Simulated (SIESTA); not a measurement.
## Si2Ni under changes of volume

One of the cells (13.166 Å³/atom); the others are scaled copies at fixed shape and fractional positions:

```
CELL_PARAMETERS angstrom
0.00000 2.70300 2.70300
2.70300 0.00000 2.70300
2.70300 2.70300 0.00000
ATOMIC_POSITIONS crystal
Ni 0.00000 0.00000 0.00000
Si 0.75000 0.75000 0.75000
Si 0.25000 0.25000 0.25000
```

* Program: SIESTA 5.4.2
* Functional: PBEsol
* Potentials or basis: PseudoDojo 0.4 standard (PBEsol files)
* Basis: DZP (energy shift 0.003 Ry; two zetas on semicore shells)
* Grid cutoff: 800 Ry
* Energy shift: 0.003 Ry
* k mesh: 7 × 7 × 7
* Occupations: fermi-dirac, width 0.05 eV
* Spin: collinear spin, ferromagnetic start
* Starting moments: [1.0, 0.0, 0.0] μB

| volume (Å³/atom) | energy over the lowest point (meV/atom) | pressure (GPa) |
| --- | --- | --- |
| 12.376 | ? | ? |
| 12.639 | 6.41 | 5.8 |
| 12.902 | 0.24 | 1.9 |
| 13.166 | 0.00 | -1.6 |
| 13.429 | 5.20 | -4.6 |
| 13.692 | 15.24 | -7.4 |
| 13.956 | 29.62 | -9.8 |

Question: What does the run at 12.376 Å³/atom give?

Answer: Energy over the lowest point 19.31 meV/atom; pressure 10.1 GPa.

Worked out: A Birch-Murnaghan fit of order 3 (a polynomial in V^(-2/3)) to the other rows has its minimum at 13.04 Å³/atom with B0 = V·E''(V) = 171 GPa and B' = 4.4. It gives 19.30 meV/atom at 12.376 Å³/atom, against the run's 19.31, and -dE/dV = 10.0 GPa, against 10.1.

Energies are extrapolated to zero smearing.

Caveats: short orbitals over semicore shells can move pressures by several GPa; the basis of atomic orbitals isn't converged, which shifts pressures, moduli and gaps.
